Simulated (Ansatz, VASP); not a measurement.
Ba2F3 in VASP and in Ansatz

INCAR

```
PREC = Accurate ; ENCUT = 520
EDIFF = 1E-6 ; ISMEAR = 0
SIGMA = 0.1 ; LREAL = F
LASPH = T ; NELM = 100
ALGO = Normal ; ISIF = 2
LWAVE = F ; LCHARG = F
GGA = PE ; NBANDS = 52
```

KPOINTS

```
regular mesh
0
Gamma
  3 3 3
```

POSCAR

```
Ba2F3
1.0
    3.2586475241      1.8813810252      5.9312278468
   -3.2586475241      1.8813810252      5.9312278468
    0.0000000000     -3.7627620505      5.9312278468
Ba F
4 6
Direct
    0.8521800000      0.8521800000      0.8521800000
    0.6478200000      0.6478200000      0.6478200000
    0.1478200000      0.1478200000      0.1478200000
    0.3521800000      0.3521800000      0.3521800000
    0.0562500000      0.4437500000      0.7500000000
    0.7500000000      0.0562500000      0.4437500000
    0.4437500000      0.7500000000      0.0562500000
    0.9437500000      0.5562500000      0.2500000000
    0.2500000000      0.9437500000      0.5562500000
    0.5562500000      0.2500000000      0.9437500000
```

Input for Ansatz:

```yaml
crystal:
  lattice:
    - [3.2586475241, 1.8813810252, 5.9312278468]
    - [-3.2586475241, 1.8813810252, 5.9312278468]
    - [0.0, -3.7627620505, 5.9312278468]
  atoms:
    - { symbol: Ba, position: [0.85218, 0.85218, 0.85218] }
    - { symbol: Ba, position: [0.64782, 0.64782, 0.64782] }
    - { symbol: Ba, position: [0.14782, 0.14782, 0.14782] }
    - { symbol: Ba, position: [0.35218, 0.35218, 0.35218] }
    - { symbol: F, position: [0.05625, 0.44375, 0.75] }
    - { symbol: F, position: [0.75, 0.05625, 0.44375] }
    - { symbol: F, position: [0.44375, 0.75, 0.05625] }
    - { symbol: F, position: [0.94375, 0.55625, 0.25] }
    - { symbol: F, position: [0.25, 0.94375, 0.55625] }
    - { symbol: F, position: [0.55625, 0.25, 0.94375] }
basis:
  ecutwfc: 420
kpoints:
  mp_grid: { grid: [3, 3, 3] }
hamiltonian:
  xc: pbe
scf:
  occupations: { method: gaussian, width: 0.1 }
  lower_state_search: "off"
output:
  forces: true
  stress: true
  eigenvalues: true
```

Alike in both runs: task single point; functional PBE; k mesh 3 × 3 × 3; occupations gaussian, width 0.1 eV; no spin polarisation.

|  | VASP | Ansatz |
| --- | --- | --- |
| version | VASP 6.6.1 | Ansatz 0.2.0 |
| potentials or method | VASP PAW PBE potentials, release 64 (Ba_sv, F) | scalar-relativistic, plane waves, PAW |
| plane-wave cutoff (eV) | 520 | 420 |
| valence electrons in the cell | 82 | 82 |

Ansatz gave:

* gap on the k mesh at the Fermi level (eV): none
* pressure (GPa): 7.6
* largest component of the traceless stress (GPa): 0.89
* rms of the force components (eV/Å): 0.257

What did VASP give for the same quantities?

gap on the k mesh at the Fermi level (eV): none; pressure (GPa): 8.9; largest component of the traceless stress (GPa): 1.15; rms of the force components (eV/Å): 0.268.

Atom by atom the forces differ by 0.022 eV/Å (rms over components). A gap of «none» marks a metal or a gap that the smearing closes.

Caveats: the k mesh is coarse (spacing up to 0.39 Å⁻¹), so the values aren't converged. The runs have no spin-orbit coupling, so splittings on Ba are missing.
